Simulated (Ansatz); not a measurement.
B₂P polymorphs, one row open

These are results of Ansatz 0.2.0, DFT PBE, scalar-relativistic, plane waves, PAW, not measurements. Settings: cutoff 420 eV, Γ-centred meshes spaced at most about 0.3 Å⁻¹, and about 0.25 Å⁻¹ or finer for metals (2π included), Gaussian smearing. No spin polarisation.

Temperature and zero-point effects are left out. Rows are sorted by volume; energies count from the lowest form computed. Coordination counts P atoms around B (those within 1.25 times the shortest such distance or 1.15 times the sum of covalent radii; a plus sign parts nearer from farther groups; the shortest distance is added where it is long for a bond; a slash parts the counts of unlike sites). The table shows 6 of 11 forms computed.

| row | form | source | atoms | coordination | V (Å³/atom) | gap on mesh (eV) | ΔE (meV/atom) |
| --- | --- | --- | --- | --- | --- | --- | --- |
| 1 | P1 | invented | 6 | B 2/3/2+4 from 2.5 Å | 9.9 | 0 | 0 |
| 2 | anti-pyrite type, Pa-3 | invented | 12 | B 3 | 9.9 | 0 | 716 |
| 3 | R-3m | invented | 3 | B 3 | 10.4 | 0 | 630 |
| 4 | I4_1/amd | invented | 12 | B 2 | 10.4 | 0 | ? |
| 5 | C2/m | invented | 6 | B 1/3 | 10.6 | 0 | 84 |
| 6 | Pm | invented | 6 | B 2/8 from 3.0 Å | 13.4 | 0 | 230 |

The cell of row 4:

```
B P
1.0
    -2.35565    2.35565    5.62734
     2.35565   -2.35565    5.62734
     2.35565    2.35565   -5.62734
B P
8 4
Direct
  0.81546 0.81546 0.63091
  0.18454 0.18454 0.36909
  0.56546 0.43454 0.50000
  0.93454 0.06546 0.50000
  0.93454 0.43454 0.86909
  0.56546 0.06546 0.13091
  0.18454 0.81546 0.00000
  0.81546 0.18454 0.00000
  0.37500 0.62500 0.75000
  0.87500 0.62500 0.25000
  0.37500 0.12500 0.75000
  0.37500 0.62500 0.25000
```

Task: How far above the lowest form does the open row lie?

Result: 0.68 eV/atom, which puts it above row 3 and below row 2. Counting P atoms around B, row 4 has B 2 and the lowest form (row 1) has B 2/3/2+4 from 2.5 Å. Row 4 holds B–B units of three or more atoms (shortest 1.74 Å) and P–P chains (shortest 2.36 Å); the lowest form (row 1) holds B–B chains (shortest 1.72 Å).

An observed structure of this formula, if there is one, may be missing.

In R-3m an odd number of electrons in the primitive cell allows no gap without spin; a larger cell or a magnetic state could open one. Cells relaxed within their symmetry can be saddle points. Some types were kept out of the candidates beforehand, so the set may lack a known form.
